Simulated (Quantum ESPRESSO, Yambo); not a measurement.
# NaCl (Fm-3m): G0W0 with Yambo, start to end, part 2 of 2

How does a plane-wave GW calculation on NaCl (Fm-3m) run from the first input to the gap?

Quantum ESPRESSO 7.5 and Yambo 5.3.0; PBE and many-body steps on it, plane waves. Known limits of the many-body steps: not at the basis limit; coarse k mesh.

So far. Step 2 (Ground state): The gap is direct, at Γ. Step 3 (Bands along the symmetry lines): The gap is 5.150 eV, as in the run before at this level.

The database entry behind the starting cell differs from later determinations by our own check (an axis about 0.4 % short against later determinations), so it need not match the best structure at ambient conditions.

## (4) Empty states on the mesh, 4×4×4 mesh, 531 bands

Level of this step: DFT, PBE, plane waves, norm-conserving pseudopotentials (Quantum ESPRESSO).

The sums over transitions need many empty states on a uniform mesh; this step solves for them.

pw.in

```
&control
  calculation = 'nscf'
  prefix = 'x'
  outdir = 'o'
  pseudo_dir = 'pseudo'
/
&system
  ibrav = 0
  nat = 2
  ntyp = 2
  ecutwfc = 76.0
  nbnd = 531
  force_symmorphic = .true.
/
&electrons
  conv_thr = 1e-9
  electron_maxstep = 80
  diago_full_acc = .true.
  diago_thr_init = 5e-6
/
ATOMIC_SPECIES
  Na 22.99 Na.upf
  Cl 35.45 Cl.upf
CELL_PARAMETERS angstrom
  0.0000000000 2.8100000000 2.8100000000
  2.8100000000 0.0000000000 2.8100000000
  2.8100000000 2.8100000000 0.0000000000
ATOMIC_POSITIONS crystal
  Na 0.0000000000 0.0000000000 0.0000000000
  Cl 0.5000000000 0.5000000000 0.5000000000
K_POINTS automatic
  4 4 4 0 0 0
```

Started as:

```
$ OMP_NUM_THREADS=1 mpirun -n 4 pw.x -nk 4 -in pw.in > pw.out
```

Output:

```text
[banner, memory and clock lines left out]
Program PWSCF v.7.5 starts

     Atomic positions and unit cell read from directory:
     o/x.save/

     Message from routine setup:
     using ibrav=0 with symmetry is DISCOURAGED, use correct ibrav instead

     G-vector sticks info

     bravais-lattice index     =            0
     lattice parameter (alat)  =       7.5097  a.u.
     unit-cell volume          =     299.4646 (a.u.)^3
     number of atoms/cell      =            2
     number of atomic types    =            2
     number of electrons       =        16.00
     number of Kohn-Sham states=          531
     kinetic-energy cutoff     =      76.0000  Ry
     charge density cutoff     =     304.0000  Ry
     Exchange-correlation= PBE
                           (   1   4   3   4   0   0   0)

     celldm(1)=   7.509658  celldm(2)=   0.000000  celldm(3)=   0.000000
     celldm(4)=   0.000000  celldm(5)=   0.000000  celldm(6)=   0.000000

     crystal axes: (cart. coord. in units of alat)
               a(1) = (   0.000000   0.707107   0.707107 )
               a(2) = (   0.707107   0.000000   0.707107 )
               a(3) = (   0.707107   0.707107   0.000000 )

     reciprocal axes: (cart. coord. in units 2 pi/alat)
               b(1) = ( -0.707107  0.707107  0.707107 )
               b(2) = (  0.707107 -0.707107  0.707107 )
               b(3) = (  0.707107  0.707107 -0.707107 )
     Pseudo is Norm-conserving, Zval =  9.0
     Generated using ONCVPSP code by D. R. Hamann
     Using radial grid of 1992 points,  4 beta functions with:
     Pseudo is Norm-conserving + core correction, Zval =  7.0
     Generated using ONCVPSP code by D. R. Hamann
     Using radial grid of 1028 points,  6 beta functions with:
     Na                9.00    22.99000     Na( 1.00)
     Cl                7.00    35.45000     Cl( 1.00)

     48 Sym. Ops., with inversion, found

   Cartesian axes

     site n.     atom                  positions (alat units)
         1        Na     tau(   1) = (   0.0000000   0.0000000   0.0000000  )
         2        Cl     tau(   2) = (   0.7071068   0.7071068   0.7071068  )

     number of k points=     8
                       cart. coord. in units 2pi/alat
        k(    1) = (   0.0000000   0.0000000   0.0000000), wk =   0.0312500
        k(    2) = (   0.1767767   0.1767767  -0.1767767), wk =   0.2500000
        k(    3) = (  -0.3535534  -0.3535534   0.3535534), wk =   0.1250000
[...]
k(    7) = (  -0.7071068   0.0000000   0.0000000), wk =   0.0937500
        k(    8) = (  -0.7071068   0.3535534   0.0000000), wk =   0.1875000

     Dense  grid:    26813 G-vectors     FFT dimensions: (  45,  45,  45)

     The potential is recalculated from file :
     o/x.save/charge-density

     Starting wfcs are    9 randomized atomic wfcs +  522 random wfcs

     Band Structure Calculation

     End of band structure calculation

          k = 0.0000 0.0000 0.0000 (  3383 PWs)   bands (ev):

   -47.7639 -19.6862 -19.6862 -19.6862 -11.5392   1.1413   1.1413   1.1413
     6.2911  12.2033  12.2033  12.2033  14.2947  14.2947  16.0863  18.3681
    18.3681  18.3681  25.1767  26.7630  26.7630  26.7630  28.7516  28.7516
[...]
[... 55 further rows ...]
[...]
281.0455 281.0455 281.0528

          k = 0.1768 0.1768-0.1768 (  3362 PWs)   bands (ev):

[...]
[... 55 further rows ...]
[...]
293.0910 293.3195 293.3195

          k =-0.3536-0.3536 0.3536 (  3354 PWs)   bands (ev):

[...]
69.5175  71.8813  73.2719  73.9650  73.9650  77.1529  77.1529  77.3871
     [... 55 further rows ...]
   292.0612 292.6673 292.8454 293.1549 293.1549 293.3385 293.3385 293.4584
   293.4584 293.7812 293.7812

          k = 0.3536 0.0000 0.0000 (  3359 PWs)   bands (ev):

     [... further k-points ...]

     highest occupied, lowest unoccupied level (ev):     1.1413    6.2911

     XML data file, pseudopotentials, collected wavefunctions
```

Elapsed: 62 s, on 4 MPI ranks of Arm Neoverse V2, shared host; peak memory 0.95 GiB; 4.1 min of CPU time.

Numbers from this step:

```yaml
gap: 5.150 eV
k_of_the_valence_top: 0, 0, 0
k_of_the_conduction_bottom: 0, 0, 0
least_direct_gap: 5.150 eV
k_points_computed: 8
lowest_point_of_the_top_converged_band_above_the_valence_top: 279.9115 eV
```

On this mesh the gap is 5.150 eV.

## (5) Conversion and set-up

This step: Yambo 5.3.0; conversion and set-up on PBE, plane waves, norm-conserving pseudopotentials.

The states are converted to the many-body program's format and the q mesh is built.

Started as:

```
$ (cd o/x.save; p2y > p2y.log; mv SAVE ../..); yambo > setup.log
```

Output:

```text
 Yambo, version 5.3.0

 [02] CORE Variables Setup
 =========================

  [02.01] Unit cells
  ==================

  Cell kind             :  FCC
  Atoms in the cell     :  Na  Cl
  number of Na atoms    :  1
  number of Cl atoms    :  1

  List of atomic masses
  Mass of Na    :  22.99000
  Mass of Cl    :  35.45000

  List of atomic coordinates    : [cc]
  Na1       :  0.000000  0.000000  0.000000  order 1
  Cl1       :  5.310130  5.310130  5.310130  order 2

  Alat factors          :  5.310130  5.310130  5.310130 [a.u.]
  Direct lattice volume :  299.4646 [a.u.]
  Direct lattice vectors:  A[ 1 ]  A[ 2 ]  A[ 3 ]
   A[ 1 ]:  0.000000  1.000000  1.000000  [iru]
   0.000000  5.310130  5.310130  [cc]
   A[ 2 ]:  1.000000  0.000000  1.000000  [iru]
   5.310130  0.000000  5.310130  [cc]
   A[ 3 ]:  1.000000  1.000000  0.000000  [iru]
   5.310130  5.310130  0.000000  [cc]

  Recip. lattice volume :  0.828312 [a.u.]
  Recip. lattice vectors:  B[ 1 ]  B[ 2 ]  B[ 3 ]
   B[ 1 ]: -0.500000  0.500000  0.500000  [iku]
  -0.591623  0.591623  0.591623  [cc]
   B[ 2 ]:  0.500000 -0.500000  0.500000  [iku]
   0.591623 -0.591623  0.591623  [cc]
   B[ 3 ]:  0.500000  0.500000 -0.500000  [iku]
   0.591623  0.591623 -0.591623  [cc]

  [02.02] Symmetries
  ==================

  Inversion symmetry    : yes
  Spatial inversion     : yes
  Inversion index       :  25
  K-space Time-reversal : no
  Magnetic symmetries   : no
  Group table correct   : yes
  Symmetries units      :  [cc]

   [S  1]:   1.0000      0.20663E-16  0.20663E-16  0.20663E-16   1.0000     -0.20663E-16 -0.20663E-16 -0.20663E-16   1.0000
   [S  2]:  -1.0000     -0.20663E-16  0.20663E-16 -0.20663E-16  -1.0000     -0.20663E-16  0.20663E-16  0.20663E-16   1.0000
   [S  3]:  -1.0000      0.20663E-16 -0.20663E-16 -0.20663E-16   1.0000      0.20663E-16  0.20663E-16 -0.20663E-16  -1.0000
[...]
[... 36 further rows ...]
   [S 47]:  0.20663E-16   1.0000     -0.20663E-16 -0.20663E-16  0.20663E-16  -1.0000       1.0000     -0.20663E-16  0.20663E-16
   [S 48]:  0.20663E-16  -1.0000      0.20663E-16 -0.20663E-16 -0.20663E-16   1.0000       1.0000      0.20663E-16 -0.20663E-16

  [02.03] Reciprocal space
  ========================

  nG shells         :  293
  nG charge         :  26813
  nG WFs            :   4067
  nC WFs            :   3383
  G-vecs. in first 29 shells:  [ Number ]
     1    9   15   27   51   59   65   89  113
    137   169   181   229   259   283   307   331   339
    387   411   459   531   537   561   609   645   701
    725   749
  ...
  Shell energy in first 29 shells:  [ mHa ]
    0.00000      525.026      700.034      1400.07      1925.09      2100.10      2800.14      3325.16      3500.17
    4200.21      4725.23      5600.28      6125.30      6300.31      7000.34      7525.37      7700.38      8400.41
[...]
BZ  K-points                                      :   64

  K/Q-points units:
  rlu = crystal or reduced units; cc = cartesian coordinates; iku = interal k-units

  K [1]          [rlu]:  0.000000  0.000000  0.000000
         WF components:   3383
  K [2]          [rlu]:  0.30764E-17  0.30764E-17  0.25000
         WF components:   3362
  K [3]          [rlu]: -0.61529E-17 -0.61529E-17 -0.50000
         WF components:   3354
  K [4]          [rlu]:  0.15802E-17  0.25000      0.25000
         WF components:   3359
  K [5]          [rlu]: -0.17826E-16  0.25000     -0.50000
         WF components:   3339
  [... 2 further k-points ...]
  K [8]          [rlu]:  0.250000 -0.500000 -0.250000
         WF components:   3316

  [02.05] Energies & Occupations
  ==============================

  [X] === General ===
  [X] Electronic Temperature                        :  0.000000  0.000000 [eV K]
  [X] Bosonic    Temperature                        :  0.000000  0.000000 [eV K]
  [X] Finite Temperature mode                       : no
  [X] El. density                                   :  0.36055E+24 [cm-3]
  [X] Fermi Level                                   :  1.141321 [eV]

  [X] === Gaps and Widths ===
  [X] Conduction Band Min                           :  5.149762 [eV]
  [X] Valence Band Max                              :  0.000000 [eV]
  [X] Filled Bands                                  :   8
  [X] Empty Bands                                   :     9   531
  [X] Direct Gap                                    :  5.149762 [eV]
  [X] Direct Gap localized at k                     :  1
  [X] Indirect Gap                                  :  5.149762 [eV]
  [X] Indirect Gap between kpts                     :  1  1
  [X] Last valence band width                       :  0.763888 [eV]
  [X] 1st conduction band width                     :  3.695208 [eV]

  E @ K [1]:  [eV]
   -48.905      -20.828      -20.828      -20.828      -12.681     -0.39794E-10 -0.39593E-10   0.0000
    5.14976  11.06198  11.06198  11.06198  13.15342  13.15342  14.94499  17.22677
  occ @ K [1]
   2.000000  2.000000  2.000000  2.000000  2.000000  2.000000  2.000000  2.000000
[...]
E @ K [2]:  [eV]
[...]
occ @ K [2]
[...]
E @ K [3]:  [eV]
[...]
occ @ K [3]
[...]
E @ K [4]:  [eV]
[...]
occ @ K [4]
[...]
E @ K [5]:  [eV]
[...]
occ @ K [5]
[...]
[... 2 further k-points ...]
  E @ K [8]:  [eV]
[...]
occ @ K [8]
   2.000000  2.000000  2.000000  2.000000  2.000000  2.000000  2.000000  2.000000
   0.000000  0.000000  0.000000  0.000000  0.000000  0.000000  0.000000  0.000000

 [03] Transferred momenta grid and indexing
 ==========================================

 IBZ Q-points                                      :   8
 BZ  Q-points                                      :   64

 K/Q-points units:
 rlu = crystal or reduced units; cc = cartesian coordinates; iku = interal k-units

 Q [1]          [rlu]:  0.000000  0.000000  0.000000
 Q [2]          [rlu]:  0.30764E-17  0.30764E-17  0.25000
 Q [3]          [rlu]: -0.61529E-17 -0.61529E-17 -0.50000
[...]
Q [7]          [rlu]: -0.31603E-17 -0.50000     -0.50000
 Q [8]          [rlu]:  0.250000 -0.500000 -0.250000

  [03.01] X indexes
  =================

   [03.01.01] Sigma indexes
   ========================

 [06] Game Over & Game summary
```

The job ended after 2.1 s (1 MPI rank; peak memory 0.24 GiB).

## (6) Screening and self-energy, 4×4×4 mesh, 531 bands, screening to 353.7 eV

Now the one-shot GW correction: screening in the RPA, then the self-energy of the levels asked for.

This step: G0W0 on PBE, plane waves, norm-conserving pseudopotentials.

gw3.in

```
HF_and_locXC
gw0
dyson
ppa
em1d
rim_cut
RandQpts= 1000000
RandGvec= 1 RL
EXXRLvcs= 76 Ry
VXCRLvcs= 304 Ry
Chimod= "HARTREE"
% BndsRnXp
 1 | 531 |
%
NGsBlkXp= 26 Ry
% LongDrXp
 1 | 1 | 1 |
%
% GbndRnge
 1 | 531 |
%
DysSolver= "n"
ExtendOut
PPAPntXp= 27.21138 eV
% QPkrange
 1 | 1 | 7 | 10 |
%
```

Started as:

```
$ OMP_NUM_THREADS=1 mpirun -n 4 yambo -F gw3.in -J gw3 -C gw3 > gw3.log
```

Output:

```text
 Yambo, version 5.3.0

 [02] CORE Variables Setup
 =========================

  [... cell, symmetries and grids as in the set-up ...]

  [02.05] Energies & Occupations
  ==============================

  [X] === General ===
  [X] Electronic Temperature                        :  0.000000  0.000000 [eV K]
  [X] Bosonic    Temperature                        :  0.000000  0.000000 [eV K]
  [X] Finite Temperature mode                       : no
  [X] El. density                                   :  0.36055E+24 [cm-3]
  [X] Fermi Level                                   :  1.141321 [eV]

  [X] === Gaps and Widths ===
  [X] Conduction Band Min                           :  5.149762 [eV]
  [X] Valence Band Max                              :  0.000000 [eV]
  [X] Filled Bands                                  :   8
  [X] Empty Bands                                   :     9   531
  [X] Direct Gap                                    :  5.149762 [eV]
  [X] Direct Gap localized at k                     :  1
  [X] Indirect Gap                                  :  5.149762 [eV]
  [X] Indirect Gap between kpts                     :  1  1
  [X] Last valence band width                       :  0.763888 [eV]
  [X] 1st conduction band width                     :  3.695208 [eV]

 [03] Transferred momenta grid and indexing
 ==========================================

 IBZ Q-points                                      :   8
 BZ  Q-points                                      :   64

 K/Q-points units:
 rlu = crystal or reduced units; cc = cartesian coordinates; iku = interal k-units

 Q [1]          [rlu]:  0.000000  0.000000  0.000000
 Q [2]          [rlu]:  0.30764E-17  0.30764E-17  0.25000
 Q [3]          [rlu]: -0.61529E-17 -0.61529E-17 -0.50000
 Q [4]          [rlu]:  0.15802E-17  0.25000      0.25000
 Q [5]          [rlu]: -0.19398E-16  0.25000      0.50000
 Q [6]          [rlu]: -0.61529E-17  0.25000     -0.25000
 Q [7]          [rlu]: -0.31603E-17 -0.50000     -0.50000
 Q [8]          [rlu]:  0.250000 -0.500000 -0.250000

 [04] Coloumb potential Random Integration (RIM)
 ===============================================

  [04.01] RIM initialization
  ==========================

  * Diagonal components only detected *

  8 x (sBL volume)        :  0.103539 [a.u.]
  sBZ random points       :  1000000
  Points outside the sBZ  :   7968281
  RL volume               :  0.828312 [a.u.]
  Integrated volume       :  0.831609 [a.u.]

  [04.02] RIM integrals
  =====================

  Gamma point sphere radius             :  0.085176 [a.u.]
  Points outside the sphere             :   800476
  [Int_sBZ(q=0) 1/q^2]*(Vol_sBZ)^(-1/3) =:  7.776341
                                 should be <:  7.795600

  Summary of Coulomb integrals for non-metallic bands |Q|[au] RIM/Bare

  Q [1] 0.100000E-4 0.997530 * Q [2] 0.256180 1.067779
  Q [4] 0.295811 1.067204 * Q [6] 0.418340 1.030488
  Q [5] 0.490547 1.022568 * Q [3] 0.512360 1.021209
  Q [7] 0.591623 1.017560 * Q [8] 0.661454 1.014308

 [05] Dipoles
 ============

  [05.01] Setup: observables and procedures
  =========================================

 [06] Dynamic Dielectric Matrix (PPA)
 ====================================

 [WR./gw3//ndb.pp]---------------------------------------------------------------
  Brillouin Zone Q/K grids (IBZ/BZ)                :    8   64    8   64
  RL vectors                                       :   4111 [WF]
  Coulomb cutoff potential                         : none
  Electronic Temperature                           :  0.000000 [K]
  Bosonic    Temperature                           :  0.000000 [K]
  PPA    diel. fun.  energies                      : Perdew, Burke & Ernzerhof(X)+Perdew, Burke & Ernzerhof(C)
  wavefunctions                                    : Perdew, Burke & Ernzerhof(X)+Perdew, Burke & Ernzerhof(C)
  Global Gauge                                     : length
  X matrix size                                    :   701
  X band range                                     :     1   531
  X e/h energy range                               : -1.000000 -1.000000 [eV]
  X Time ordering                                  : R
  X Hxc Kernel                                     : HARTREE
  X Drude frequency                                :  0.000000  0.000000
  X poles                                          :  100.0000 [o/o]
  RL vectors in the sum                            :   4111
  [r,Vnl] included                                 : yes
  Field direction                                  :  0.577350E-5  0.577350E-5  0.577350E-5
  BZ energy Double Grid                            : no
  BZ energy DbGd points                            : 0
  BZ Q point size factor                           : -1.000000
  X Optical Averaged directions                    : none

 [07] Local Exchange-Correlation + Non-Local Fock
 ================================================

 [VXC] Plane waves :  26813
 [EXS] Plane waves :   3479

 QP @ state[ 1 ] K range:  1  1
 QP @ state[ 1 ] b range:   7  10

 [xc] Functional : Perdew, Burke & Ernzerhof(X)+Perdew, Burke & Ernzerhof(C)
 [xc] LIBXC used to calculate xc functional
  PP Number of Atomic Species                      :  2
  NLCC RL compoments                               :  26813
  PP Number of Atomic Species                      :  2
  NLCC RL compoments                               :  26813

 [xc] E_xc :  -9.855421 [Ha]
      E_xc :  -19.71084 [Ry]

  Local XC kind (lXC) : Perdew, Burke & Ernzerhof(X)+Perdew, Burke & Ernzerhof(C)
  Non-Local XC kind (nlXC) : Hartree-Fock

  Corrections @ K [1] :  [eV]
 <7|nlXC|7> = -18.89297  0.19451E-17 <7|lXC|7> = -14.49345  0.18880E-15
 <8|nlXC|8> = -18.89292 -0.29963E-17 <8|lXC|8> = -14.49345  0.18881E-15
 <9|nlXC|9> = -4.202671 -0.13826E-17 <9|lXC|9> = -8.177508 -0.50537E-19
 <10|nlXC|10> = -3.620018  0.15463E-18 <10|lXC|10> = -8.376304 -0.18328E-22

 [08] Dyson equation: Newton solver
 ==================================

  [08.01] G0W0 (W PPA)
  ====================

  [  GW  ] Bands range     :     1   531
  [GW/PPA] G damping       :  0.100000 [eV]

  QP @ state[ 1 ] K range:  1  1
  QP @ state[ 1 ] b range:   7  10

   Sc/G bands                                       :     1   531
   Sc/G damping                                     :  0.100000 ev
   Sc bands terminator                              : no
   Sx RL components                                 :   3479

   QP @ state[ 1 ] K range                          :  1  1
   QP @ state[ 1 ] b range                          :   7  10
   GF energies kind                                 : Perdew, Burke & Ernzerhof(X)+Perdew, Burke & Ernzerhof(C)
   GF WF`s kind                                     : Perdew, Burke & Ernzerhof(X)+Perdew, Burke & Ernzerhof(C)
   Xs energies kind                                 : Perdew, Burke & Ernzerhof(X)+Perdew, Burke & Ernzerhof(C)
   Xs WF`s kind                                     : Perdew, Burke & Ernzerhof(X)+Perdew, Burke & Ernzerhof(C)

 [11] Game Over & Game summary
```

Wall time 14 min (4 MPI ranks); peak memory 2.9 GiB; 56 min of CPU time.

This step gave:

| Item | Value |
| --- | --- |
| G0W0 gap on the points computed | 8.223 eV |
| starting gap on the mesh | 5.150 eV |
| k of the valence top | 0, 0, 0 |
| k of the conduction bottom | 0, 0, 0 |
| least direct G0W0 gap on the computed points | 8.223 eV |
| Z at the valence top | 0.8134 |
| Z at the conduction bottom | 0.8670 |

The gap on the mesh goes from 5.15 eV to 8.22 eV, a correction of +3.07 eV.

Limits: finite bands, cutoff and mesh; coarse k mesh. v1 is the top filled band, c1 the lowest empty one. Levels before and after the correction, in eV, zero at the valence-band top of each column:

|  | conduction bottom | valence top |
| --- | --- | --- |
| Kohn-Sham | 5.15 | 0.00 |
| G0W0 | 8.22 | 0.00 |

|  | level | energy (eV) |
| --- | --- | --- |
| Kohn-Sham | Γ v2-v1 | 0.000 |
| Kohn-Sham | Γ c1 | 5.150 |
| Kohn-Sham | Γ c2 | 11.062 |
| G0W0 | Γ v2-v1 | 0.000 |
| G0W0 | Γ c1 | 8.223 |
| G0W0 | Γ c2 | 14.626 |

## (7) Where the time went

Times are wall times on the hardware named with each run, good to a factor of about two.

| step | time | share | memory (GiB) |
| --- | --- | --- | --- |
| ground state | 3.4 s | 0 % | 0.24 |
| bands along the symmetry lines | 3.6 s | 0 % | 0.2 |
| empty states on the mesh | 62 s | 7 % | 0.95 |
| conversion and set-up | 2.1 s | 0 % | 0.24 |
| screening and self-energy | 14 min | 92 % | 2.9 |

## (8) Summary of results

* PBE gap: 5.15 eV, direct
* G0W0 gap on the mesh: 8.22 eV
* GW settings: 4×4×4 mesh, 531 bands, screening to 353.7 eV, Godby-Needs plasmon pole
* known limits: not at the basis limit; coarse k mesh

What this shows: G0W0 moves the gap on the mesh from 5.15 eV to 8.22 eV (+3.07 eV), with Z of 0.81 and 0.87 at the edges. Only 1 of the mesh's irreducible points was corrected, so a valley elsewhere could overtake. The dearest step here is «screening and self-energy». Bands and cutoff are finite, so the gap is not at the basis limit. The miss can reach some tenths of an eV and take either sign; the mesh is an error of its own. In the G0W0 run levels were corrected at 1 k point alone, so a gap called «on the mesh» is the least over those, and an edge elsewhere would be missed. The 4×4×4 mesh is coarse for this cell, which bears on the long-range parts of exchange and screening.

[Paths, hosts, dates, memory and timing lines, banners, echoed tables and standing remarks are left out of the program output.]

[Logs are printed without paths, hosts, clocks, repeated set-up lines and the standing remarks that a program may print on its own settings, such as how far it seeks lower states.]

[Runs of the session that timed out or met a known fault of the program may be left out.]

[Hosts, paths, dates, database ids (printed as entryN), source tags and the programs' standing remarks are cut or masked in the printed files.]
